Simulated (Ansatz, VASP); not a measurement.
**One calculation of KBr, two programs**

```
K Br
1.0
     0.00000    3.18637    3.18637
     3.18637    0.00000    3.18637
     3.18637    3.18637    0.00000
K Br
1 1
Cartesian
  0.0000 0.0000 0.0000
  3.1864 3.1864 3.1864
```

Alike in both runs: functional LDA; k mesh 6 × 6 × 6; occupations gaussian, width 0.02 eV; no spin polarisation.

Ansatz relaxed the structure, and its values are those at the end. VASP's run is a single point on that final structure, the one shown.

|  | VASP | Ansatz |
| --- | --- | --- |
| version | VASP 6.6.1 | Ansatz 0.2.0 |
| potentials or method | VASP PAW LDA potentials, release 64 (K_sv, Br) | scalar-relativistic, plane waves, PAW |
| plane-wave cutoff (eV) | 520 | 420 |
| valence electrons in the cell | 16 | 16 |

|  | VASP | Ansatz | Ansatz less VASP |
| --- | --- | --- | --- |
| gap on the k mesh at the Fermi level (eV) | 4.33 | 4.32 | -0.008 |
| least direct gap on the mesh (eV) | 4.33 | 4.32 | -0.008 |
| pressure (GPa) | 0.1 | 0.0 | -0.09 |
